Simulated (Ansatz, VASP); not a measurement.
Two plane-wave programs on In

```xyz
1
Lattice="0.0000 2.3056 2.3056 2.3056 0.0000 2.3056 2.3056 2.3056 0.0000" Properties=species:S:1:pos:R:3 pbc="T T T"
In    0.0000    0.0000    0.0000
```

Alike in both runs: task single point; functional PBEsol; k mesh 13 × 13 × 13; occupations fermi-dirac, width 0.1 eV; no spin polarisation.

```csv
,VASP,Ansatz
version,VASP 6.6.1,Ansatz 0.2.0
potentials or method,"VASP PAW PBE potentials, release 64 (In_d)","plane waves (420 eV) with PAW, scalar-relativistic"
plane-wave cutoff (eV),520,420
valence electrons in the cell,13,13
```

VASP gave:

```
pressure (GPa) : 2.1
```

**Question.** Which values does Ansatz return?

**Answer.** Pressure (GPa): 2.2.

With one functional, cell and mesh, what is left measures potentials, basis and numerics. Ansatz warned: «pseudo_functional_mismatch».

Caveats: the PAW data sets were made with another functional, which shifts forces and pressure a little (VASP).
